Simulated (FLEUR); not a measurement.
# Zn (P6_3/mmc) in FLEUR: notebook

One crystal, Zn, is run at these levels: SCAN; tasks: band structure, equation of state.

Everything below comes from runs of FLEUR MaX-R8.1 (later development tree). Logs are shortened: lines on timing, memory, paths and dates and some standing lists are left out, and cuts for length are marked.

**1. The structure**

Symmetry: P6_3/mmc, No. 194, hexagonal system. The conventional cell has a = 2.670 Å, b = 2.670 Å, c = 4.966 Å, α = 90.00°, β = 90.00°, γ = 120.00°. Zn (site symmetry -6m2) has 12 Zn at 2.67 to 2.92 Å as nearest neighbours.

**2. Band structure, SCAN**

inp.xml reads:

```xml
<?xml version="1.0" encoding="UTF-8" standalone="no"?>
<fleurInput fleurInputVersion="0.39">
   <comment>
      Zn                                                                                                  
   </comment>
   <calculationSetup>
      <cutoffs Kmax="4.19" Gmax="13.0" GmaxXC="13.0" numbands="0"/>
      <scfLoop itmax="60" minDistance="0.00001" maxIterBroyd="15" imix="Anderson" alpha="0.05" precondParam="0.0" spinf="2.0" sdNocoIR="T"/>
      <coreElectrons ctail="F" frcor="F" kcrel="0" coretail_lmax="0"/>
      <xcFunctional name="LibXC" relativisticCorrections="F">
         <LibXCName exchange="mgga_x_scan" correlation="mgga_c_scan"/>
         <AuxGGA exchange="117" correlation="130"/>
      </xcFunctional>
      <magnetism jspins="1"/>
      <soc l_soc="F" theta="0.0" phi="0.0" spav="F"/>
      <expertModes spex="0" secvar="F"/>
      <geometryOptimization l_f="F" forcealpha="1.0" forcemix="BFGS" epsdisp="0.00001" epsforce="0.00001"/>
      <ldaU l_linMix="F" mixParam="0.05" spinf="1.0"/>
   </calculationSetup>
   <cell>
      <bzIntegration valenceElectrons="40.0" mode="hist" fermiSmearingEnergy="0.00183747">
         <kPointListSelection listName="default-1"/>
         <!-- k-points included here -->
         <xi:include xmlns:xi="http://www.w3.org/2001/XInclude" href="kpts.xml"> </xi:include>
      </bzIntegration>
      <!-- symmetry operations included here -->
      <xi:include xmlns:xi="http://www.w3.org/2001/XInclude" href="sym.xml"> </xi:include>
      <bulkLattice scale="1.0">
         <bravaisMatrix>
            <row-1>    5.0455687526819997     0.0000000000000000     0.0000000000000000</row-1>
            <row-2>   -2.5227843763409998     4.3695907163551642     0.0000000000000000</row-2>
            <row-3>    0.0000000000000000     0.0000000000000000     9.3843799347635990</row-3>
         </bravaisMatrix>
      </bulkLattice>
   </cell>
   <atomSpecies>
      <species name="Zinc (Zn)" element="Zn" atomicNumber="30">
         <mtSphere radius="2.34" gridPoints="773" logIncrement="0.016"/>
         <atomicCutoffs lmax="9" lnonsphr="7"/>
         <electronConfig flipSpins="F">
            <coreConfig>(1s1/2) (2s1/2) (2p1/2) (2p3/2)</coreConfig>
            <valenceConfig>(3s1/2) (3p1/2) (3p3/2) (4s1/2) (3d3/2) (3d5/2)</valenceConfig>
         </electronConfig>
         <energyParameters s="4" p="4" d="3" f="4"/>
         <lo type="SCLO" l="0" n="3" eDeriv="0"/>
         <lo type="SCLO" l="1" n="3" eDeriv="0"/>
         <lo type="SCLO" l="1" n="3" eDeriv="1"/>
         <lo type="HELO" l="2" n="4" eDeriv="0"/>
         <lo type="HELO" l="2" n="4" eDeriv="1"/>
         <lo type="SCLO" l="3" n="4" eDeriv="2"/>
      </species>
   </atomSpecies>
   <atomGroups>
      <atomGroup species="Zinc (Zn)">
         <relPos label="                   1">-1.000/3.000 1.000/3.000 -1.000/4.000</relPos>
         <relPos label="                   2">1.000/3.000 -1.000/3.000 1.000/4.000</relPos>
         <force calculate="T" relaxXYZ="TTT"/>
      </atomGroup>
   </atomGroups>
   <output dos="F" band="F" slice="F">
      <checks vchk="F" cdinf="F"/>
      <bandDOS minEnergy="-.5*Htr" maxEnergy="0.5*Htr" sigma="0.015" storeEVData="T"/>
      <vacuumDOS vacdos="F" integ="F" star="F" nstars="0" locx1="0.0" locy1="0.0" locx2="0.0" locy2="0.0" nstm="0" tworkf="0.0"/>
      <unfoldingBand unfoldBand="F" supercellX="1" supercellY="1" supercellZ="1"/>
      <plotting iplot="0" polar="F">
         <plot TwoD="T" vec1="  1.0  0.0  0.0" vec2="  0.0  1.0  0.0" vec3="  0.0  0.0  1.0" zero="  0.0  0.0  0.0" file="plot"/>
      </plotting>
      <chargeDensitySlicing numkpt="0" minEigenval="0.0" maxEigenval="0.0" nnne="0" pallst="F"/>
      <specialOutput eonly="F"/>
      <moessbauerParams electricFieldGradient="T" isomerShift="T" coreHyperfine="T" valenceHyperfine="T"/>
      <magneticCircularDichroism mcd="F" energyLo="-10.0" energyUp="0.0"/>
   </output>
  <!-- We include the file relax.xml here to enable relaxations (see documentation) -->
  <xi:include xmlns:xi="http://www.w3.org/2001/XInclude" href="relax.xml"> <xi:fallback/> </xi:include>
</fleurInput>
```

crystal.txt reads:

```
Zn
&input cartesian=F /
2.6700000000  0.0000000000  0.0000000000
-1.3350000000  2.3122878281  0.0000000000
0.0000000000  0.0000000000  4.9660000000
1.8897261246
1.0 1.0 1.0

2
30 0.6666666667  0.3333333333  0.7500000000
30 0.3333333333  0.6666666667  0.2500000000

&kpt div1=11 div2=11 div3=6 gamma=T /
```

inp.xml (bands) reads:

```
<?xml version="1.0" encoding="UTF-8" standalone="no"?>
<fleurInput fleurInputVersion="0.39">
   <comment>
      Zn                                                                                                  
   </comment>
   <calculationSetup>
      <cutoffs Kmax="4.19" Gmax="13.0" GmaxXC="13.0" numbands="0"/>
      <scfLoop itmax="60" minDistance="0.00001" maxIterBroyd="15" imix="Anderson" alpha="0.05" precondParam="0.0" spinf="2.0" sdNocoIR="T"/>
      <coreElectrons ctail="F" frcor="F" kcrel="0" coretail_lmax="0"/>
      <xcFunctional name="LibXC" relativisticCorrections="F">
         <LibXCName exchange="mgga_x_scan" correlation="mgga_c_scan"/>
         <AuxGGA exchange="117" correlation="130"/>
      </xcFunctional>
      <magnetism jspins="1"/>
      <soc l_soc="F" theta="0.0" phi="0.0" spav="F"/>
      <expertModes spex="0" secvar="F"/>
      <geometryOptimization l_f="F" forcealpha="1.0" forcemix="BFGS" epsdisp="0.00001" epsforce="0.00001"/>
      <ldaU l_linMix="F" mixParam="0.05" spinf="1.0"/>
   </calculationSetup>
   <cell>
      <bzIntegration valenceElectrons="40.0" mode="hist" fermiSmearingEnergy="0.00183747">
         <kPointListSelection listName="path-1"/>
         <!-- k-points included here -->
         <xi:include xmlns:xi="http://www.w3.org/2001/XInclude" href="kpts.xml"> </xi:include>
      </bzIntegration>
      <!-- symmetry operations included here -->
      <xi:include xmlns:xi="http://www.w3.org/2001/XInclude" href="sym.xml"> </xi:include>
      <bulkLattice scale="1.0">
         <bravaisMatrix>
            <row-1>    5.0455687526819997     0.0000000000000000     0.0000000000000000</row-1>
            <row-2>   -2.5227843763409998     4.3695907163551642     0.0000000000000000</row-2>
            <row-3>    0.0000000000000000     0.0000000000000000     9.3843799347635990</row-3>
         </bravaisMatrix>
      </bulkLattice>
   </cell>
   <atomSpecies>
      <species name="Zinc (Zn)" element="Zn" atomicNumber="30">
         <mtSphere radius="2.34" gridPoints="773" logIncrement="0.016"/>
         <atomicCutoffs lmax="9" lnonsphr="7"/>
         <electronConfig flipSpins="F">
            <coreConfig>(1s1/2) (2s1/2) (2p1/2) (2p3/2)</coreConfig>
            <valenceConfig>(3s1/2) (3p1/2) (3p3/2) (4s1/2) (3d3/2) (3d5/2)</valenceConfig>
         </electronConfig>
         <energyParameters s="4" p="4" d="3" f="4"/>
         <lo type="SCLO" l="0" n="3" eDeriv="0"/>
         <lo type="SCLO" l="1" n="3" eDeriv="0"/>
         <lo type="SCLO" l="1" n="3" eDeriv="1"/>
         <lo type="HELO" l="2" n="4" eDeriv="0"/>
         <lo type="HELO" l="2" n="4" eDeriv="1"/>
         <lo type="SCLO" l="3" n="4" eDeriv="2"/>
      </species>
   </atomSpecies>
   <atomGroups>
      <atomGroup species="Zinc (Zn)">
         <relPos label="                   1">-1.000/3.000 1.000/3.000 -1.000/4.000</relPos>
         <relPos label="                   2">1.000/3.000 -1.000/3.000 1.000/4.000</relPos>
         <force calculate="T" relaxXYZ="TTT"/>
      </atomGroup>
   </atomGroups>
   <output dos="F" band="T" slice="F">
      <checks vchk="F" cdinf="F"/>
      <bandDOS minEnergy="-.5*Htr" maxEnergy="0.5*Htr" sigma="0.015" storeEVData="T"/>
      <vacuumDOS vacdos="F" integ="F" star="F" nstars="0" locx1="0.0" locy1="0.0" locx2="0.0" locy2="0.0" nstm="0" tworkf="0.0"/>
      <unfoldingBand unfoldBand="F" supercellX="1" supercellY="1" supercellZ="1"/>
      <plotting iplot="0" polar="F">
         <plot TwoD="T" vec1="  1.0  0.0  0.0" vec2="  0.0  1.0  0.0" vec3="  0.0  0.0  1.0" zero="  0.0  0.0  0.0" file="plot"/>
      </plotting>
      <chargeDensitySlicing numkpt="0" minEigenval="0.0" maxEigenval="0.0" nnne="0" pallst="F"/>
      <specialOutput eonly="F"/>
      <moessbauerParams electricFieldGradient="T" isomerShift="T" coreHyperfine="T" valenceHyperfine="T"/>
      <magneticCircularDichroism mcd="F" energyLo="-10.0" energyUp="0.0"/>
   </output>
  <!-- We include the file relax.xml here to enable relaxations (see documentation) -->
  <xi:include xmlns:xi="http://www.w3.org/2001/XInclude" href="relax.xml"> <xi:fallback/> </xi:include>
</fleurInput>
```

Potentials or basis: all-electron, FLAPW.

Run with:

```
$ inpgen -f crystal.txt -profile fastHighL
$ # inp.xml edited to the form shown
$ fleur_MPI
$ fleur_MPI   # second run, on inp.xml (bands)
```

The log of the run:

```text
Welcome to FLEUR        (www.flapw.de)
      MaX-Release 8.1          (www.max-centre.eu)
 func_ids         267         263         267         263
 MetaGGA potential functional detected - V_tau will be computed
 Auxiliary Potential for radial basis: exchange=         117  correlation=         130
The functional 'SCAN exchange of Sun, Ruzsinszky, and Perdew' is an exchange functional, it belongs to the 'MGGA' family and is defined in the reference(s):
[1] J. Sun, A. Ruzsinszky, and J. P. Perdew.,  Phys. Rev. Lett. 115, 036402 (2015)
The functional 'SCAN correlation of Sun, Ruzsinszky, and Perdew' is a correlation functional, it belongs to the 'MGGA' family and is defined in the reference(s):
[1] J. Sun, A. Ruzsinszky, and J. P. Perdew.,  Phys. Rev. Lett. 115, 036402 (2015)
 Using same functional for VXC and EXC

 ========== k-point set info ==========
 Selected k-point list: default-1
 k-point list type: mesh
 11 x 11 x 6
 Number of k points: 64

 ------------Calculation Setup---------------------------
 Number of MPI-tasks      :            1
 Number of PE/node        :            1
 Number of OMP-threads    :            1
 Most efficient MPI parallelization for:
           1           2           4           8          16          32          64
 Additional eigenvalue parallelization possible
 Number of basis functions:          360
 Approximate size of matrices (H+S) per k-point:         0.002 GB
 --------------------------------------------------------
The functional 'Hammer, Hansen, and Norskov' is an exchange functional, it belongs to the 'GGA' family and is defined in the reference(s):
[1] B. Hammer, L. B. Hansen, and J. K. Nørskov.,  Phys. Rev. B 59, 7413 (1999)
The functional 'Perdew, Burke & Ernzerhof' is a correlation functional, it belongs to the 'GGA' family and is defined in the reference(s):
[1] J. P. Perdew, K. Burke, and M. Ernzerhof.,  Phys. Rev. Lett. 77, 3865 (1996)
[2] J. P. Perdew, K. Burke, and M. Ernzerhof.,  Phys. Rev. Lett. 78, 1396 (1997)
 Using same functional for VXC and EXC
 Using auxiliary GGA potential for the first iteration of MetaGGA calculation.
 Reset of history
 Reset of history
 Iteration:     1   Distance:      22.39627298 me/bohr^3
The functional 'Hammer, Hansen, and Norskov' is an exchange functional, it belongs to the 'GGA' family and is defined in the reference(s):
[1] B. Hammer, L. B. Hansen, and J. K. Nørskov.,  Phys. Rev. B 59, 7413 (1999)
The functional 'Perdew, Burke & Ernzerhof' is a correlation functional, it belongs to the 'GGA' family and is defined in the reference(s):
[1] J. P. Perdew, K. Burke, and M. Ernzerhof.,  Phys. Rev. Lett. 77, 3865 (1996)
[2] J. P. Perdew, K. Burke, and M. Ernzerhof.,  Phys. Rev. Lett. 78, 1396 (1997)
 Using same functional for VXC and EXC
 Iteration:     2   Distance:      20.93394867 me/bohr^3
The functional 'Hammer, Hansen, and Norskov' is an exchange functional, it belongs to the 'GGA' family and is defined in the reference(s):
[1] B. Hammer, L. B. Hansen, and J. K. Nørskov.,  Phys. Rev. B 59, 7413 (1999)
The functional 'Perdew, Burke & Ernzerhof' is a correlation functional, it belongs to the 'GGA' family and is defined in the reference(s):
[1] J. P. Perdew, K. Burke, and M. Ernzerhof.,  Phys. Rev. Lett. 77, 3865 (1996)
[2] J. P. Perdew, K. Burke, and M. Ernzerhof.,  Phys. Rev. Lett. 78, 1396 (1997)
 Using same functional for VXC and EXC
 Iteration:     3   Distance:      19.85100860 me/bohr^3
The functional 'Hammer, Hansen, and Norskov' is an exchange functional, it belongs to the 'GGA' family and is defined in the reference(s):
[1] B. Hammer, L. B. Hansen, and J. K. Nørskov.,  Phys. Rev. B 59, 7413 (1999)
The functional 'Perdew, Burke & Ernzerhof' is a correlation functional, it belongs to the 'GGA' family and is defined in the reference(s):
[1] J. P. Perdew, K. Burke, and M. Ernzerhof.,  Phys. Rev. Lett. 77, 3865 (1996)
[2] J. P. Perdew, K. Burke, and M. Ernzerhof.,  Phys. Rev. Lett. 78, 1396 (1997)
 Using same functional for VXC and EXC
 Iteration:     4   Distance:       4.00270741 me/bohr^3
The functional 'Hammer, Hansen, and Norskov' is an exchange functional, it belongs to the 'GGA' family and is defined in the reference(s):
[1] B. Hammer, L. B. Hansen, and J. K. Nørskov.,  Phys. Rev. B 59, 7413 (1999)
The functional 'Perdew, Burke & Ernzerhof' is a correlation functional, it belongs to the 'GGA' family and is defined in the reference(s):
[1] J. P. Perdew, K. Burke, and M. Ernzerhof.,  Phys. Rev. Lett. 77, 3865 (1996)
[2] J. P. Perdew, K. Burke, and M. Ernzerhof.,  Phys. Rev. Lett. 78, 1396 (1997)
 Using same functional for VXC and EXC
 Iteration:     5   Distance:       1.10715524 me/bohr^3
The functional 'Hammer, Hansen, and Norskov' is an exchange functional, it belongs to the 'GGA' family and is defined in the reference(s):
[... 74 lines left out ...]
 Using same functional for VXC and EXC
 Iteration:    16   Distance:       0.00004811 me/bohr^3
The functional 'Hammer, Hansen, and Norskov' is an exchange functional, it belongs to the 'GGA' family and is defined in the reference(s):
[1] B. Hammer, L. B. Hansen, and J. K. Nørskov.,  Phys. Rev. B 59, 7413 (1999)
The functional 'Perdew, Burke & Ernzerhof' is a correlation functional, it belongs to the 'GGA' family and is defined in the reference(s):
[1] J. P. Perdew, K. Burke, and M. Ernzerhof.,  Phys. Rev. Lett. 77, 3865 (1996)
[2] J. P. Perdew, K. Burke, and M. Ernzerhof.,  Phys. Rev. Lett. 78, 1396 (1997)
 Using same functional for VXC and EXC
 Iteration:    17   Distance:       0.00004463 me/bohr^3
The functional 'Hammer, Hansen, and Norskov' is an exchange functional, it belongs to the 'GGA' family and is defined in the reference(s):
[1] B. Hammer, L. B. Hansen, and J. K. Nørskov.,  Phys. Rev. B 59, 7413 (1999)
The functional 'Perdew, Burke & Ernzerhof' is a correlation functional, it belongs to the 'GGA' family and is defined in the reference(s):
[1] J. P. Perdew, K. Burke, and M. Ernzerhof.,  Phys. Rev. Lett. 77, 3865 (1996)
[2] J. P. Perdew, K. Burke, and M. Ernzerhof.,  Phys. Rev. Lett. 78, 1396 (1997)
 Using same functional for VXC and EXC
 Iteration:    18   Distance:       0.00002125 me/bohr^3
The functional 'Hammer, Hansen, and Norskov' is an exchange functional, it belongs to the 'GGA' family and is defined in the reference(s):
[1] B. Hammer, L. B. Hansen, and J. K. Nørskov.,  Phys. Rev. B 59, 7413 (1999)
The functional 'Perdew, Burke & Ernzerhof' is a correlation functional, it belongs to the 'GGA' family and is defined in the reference(s):
[1] J. P. Perdew, K. Burke, and M. Ernzerhof.,  Phys. Rev. Lett. 77, 3865 (1996)
[2] J. P. Perdew, K. Burke, and M. Ernzerhof.,  Phys. Rev. Lett. 78, 1396 (1997)
 Using same functional for VXC and EXC
 Iteration:    19   Distance:       0.00000761 me/bohr^3

 ********************************************************************
 Run finished successfully
 Stop message:
   all done
 ********************************************************************
```

Run time: 53 s. Hardware: 1 thread of Arm Neoverse V1, shared host; peak memory 0.08 GiB.

Results:

- Free energy: -97767.8123 eV
- Band gap along the path: none (metal or under the smearing width)
- Valence electrons inside the program's atomic spheres: Zn 18.80 (radii Zn 2.34 bohr)

Levels at the corners of the path, in eV from the Fermi level:
```
point  band 18  band 19  band 20  band 21  band 22  band 23
    Γ    -7.10    -7.10    -3.58    -3.07    14.23    17.94
    M    -6.88    -2.88    -2.07     2.80     3.92     4.50
    K    -7.20     0.22     0.22     0.24     5.15     6.60
    Γ    -7.10    -7.10    -3.58    -3.07    14.23    17.94
    A    -7.19    -7.19    -7.19     4.90     4.90    19.89
    L    -6.89    -1.89    -1.89     0.39     0.39    10.82
    H    -7.12     1.08     1.08     1.95     1.95     2.61
    A    -7.19    -7.19    -7.19     4.90     4.90    19.89
    L    -6.89    -1.89    -1.89     0.39     0.39    10.82
    M    -6.88    -2.88    -2.07     2.80     3.92     4.50
    K    -7.20     0.22     0.22     0.24     5.15     6.60
    H    -7.12     1.08     1.08     1.95     1.95     2.61
```

Core levels (eV from the Fermi level):
```tsv
atom	levels
1 Zn	1s1/2 -9520.6, 2s1/2 -1154.5, 2p1/2 -1016.0, 2p3/2 -992.1
2 Zn	1s1/2 -9520.6, 2s1/2 -1154.5, 2p1/2 -1016.0, 2p3/2 -992.1
```

Caveat: the meta-GGA is that of a development version, with a GGA for the radial functions and cores and without core tails.

(Continued in part 2 of 2.)
